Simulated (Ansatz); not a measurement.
# Ni under changes of volume

One of the cells (10.492 Å³/atom); the others are scaled copies at fixed shape and fractional positions:

```
Ni
1.0
     0.00000    1.73757    1.73757
     1.73757    0.00000    1.73757
     1.73757    1.73757    0.00000
Ni
1
Direct
  0.00000 0.00000 0.00000
```

* Program: Ansatz 0.2.0
* Functional: PBE
* Potentials or basis: all-electron LAPW, scalar-relativistic
* Cutoff: 344 eV (chosen from the basis error)
* Basis error allowed: 0.0005 eV/atom
* k mesh: 13 × 13 × 13
* Occupations: fermi-dirac, width 0.05 eV
* Spin: collinear spin, ferromagnetic start
* Starting moments: [1.0] μB

```csv
volume (Å³/atom),energy over the lowest point (meV/atom),pressure (GPa)
9.862,71.93,25.1
10.072,43.44,18.8
10.282,22.80,13.1
10.492,?,?
10.702,1.79,3.5
10.912,0.00,-0.5
11.122,3.20,-4.1
```

Q: What does the run at 10.492 Å³/atom give?

A: Energy over the lowest point 9.16 meV/atom; pressure 8.1 GPa.

Worked out: A Birch-Murnaghan fit of order 3 (a polynomial in V^(-2/3)) to the other rows has its minimum at 10.88 Å³/atom with B0 = V·E''(V) = 201 GPa and B' = 4.8. It gives 9.17 meV/atom at 10.492 Å³/atom, against the run's 9.16, and -dE/dV = 7.9 GPa, against 8.1.

Energies are extrapolated to zero smearing.
